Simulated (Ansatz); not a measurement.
Straining GaP

Theory: DFT PBE, scalar-relativistic, plane waves, PAW in Ansatz 0.2.0. Run with 420 eV cutoff, 8×8×6 k-mesh, Gaussian smearing of 0.02 eV, no spin polarisation.

The relaxed crystal:

```yaml
crystal:
  lattice:
    - [2.75256, 2.75256, 0.00000]
    - [-2.75256, 2.75256, 0.00000]
    - [0.00000, 0.00000, 5.50512]
  atoms:
    - { symbol: Ga, position: [0.00000, 0.00000, 0.00000] }
    - { symbol: Ga, position: [0.50000, 0.50000, 0.50000] }
    - { symbol: P, position: [0.50000, 0.00000, 0.75000] }
    - { symbol: P, position: [0.00000, 0.50000, 0.25000] }
```

Deformation: biaxial strain in the a-b plane, with the length and tilt of c and the atoms relaxed, all within the symmetry that the strain leaves. Energies are extrapolated to zero smearing. Gaps are Kohn–Sham gaps over the whole zone.

(1) Give the structure at +4.5 %.

Answers

(1)
```yaml
crystal:
  lattice:
    - [2.87642, 2.87642, 0.00000]
    - [-2.87642, 2.87642, 0.00000]
    - [0.00000, 0.00000, 5.29360]
  atoms:
    - { symbol: Ga, position: [0.00000, 0.00000, 0.00000] }
    - { symbol: Ga, position: [0.50000, 0.50000, 0.50000] }
    - { symbol: P, position: [0.50000, 0.00000, 0.75000] }
    - { symbol: P, position: [0.00000, 0.50000, 0.25000] }
```
Space group I-4m2 (119), 31.5 meV/atom over the relaxed crystal.